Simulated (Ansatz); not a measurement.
Crystal: C.

```
CELL_PARAMETERS angstrom
1.23319 0.71198 8.28262
-1.23319 0.71198 8.28262
0.00000 -1.42396 8.28262
ATOMIC_POSITIONS crystal
C 0.08717 0.08717 0.08717
C 0.75385 0.75385 0.75385
C 0.24615 0.24615 0.24615
C 0.91283 0.91283 0.91283
```

This isn't the form of C at room conditions, which is graphite.

| Quantity | Value |
| --- | --- |
| Program | Ansatz 0.2.0 |
| Task | relaxation of cell and atoms |
| Functional | PBE0 |
| Potentials or basis | Ansatz PAW |
| Cutoff | 420 eV (not typed: the program's choice for these potentials) |
| k mesh | 8 × 8 × 8 |
| Occupations | fermi-dirac, width 0.05 eV |
| Spin | no spin polarisation |

At the start: volume 10.91 Å³/atom.

Question: Where does the relaxation end?

Answer: It ends after 9 steps and the volume is 10.89 Å³/atom (-0.2 %); space group R-3m (No. 166, to 0.05 Å).

Step by step:
```csv
step,energy change (eV),largest force (eV/Å),volume (Å³)
1,0.0000,0.0156,43.63
2,-0.0159,0.0047,43.41
3,-0.0176,0.0029,43.26
4,-0.0176,0.0012,43.28
5,-0.0170,0.0011,43.28
6,-0.0169,0.0011,43.35
7,-0.0166,0.0009,43.48
8,-0.0163,0.0006,43.56
9,-0.0172,0.0005,43.56
```

Final structure:
```
CELL_PARAMETERS angstrom
1.22468 0.70707 8.38457
-1.22468 0.70707 8.38457
0.00000 -1.41414 8.38457
ATOMIC_POSITIONS crystal
C 0.08031 0.08031 0.08031
C 0.74697 0.74697 0.74697
C 0.25303 0.25303 0.25303
C 0.91969 0.91969 0.91969
```

Caveat: the plane-wave basis is chosen anew once the cell has moved, so the energies of steps on either side of that aren't comparable; the pressure holds a Pulay correction of +0.4 GPa for the finite cutoff; the PAW data sets come from PBE, with cores solved anew for the run's functional, which leaves a small shift of forces and pressure.
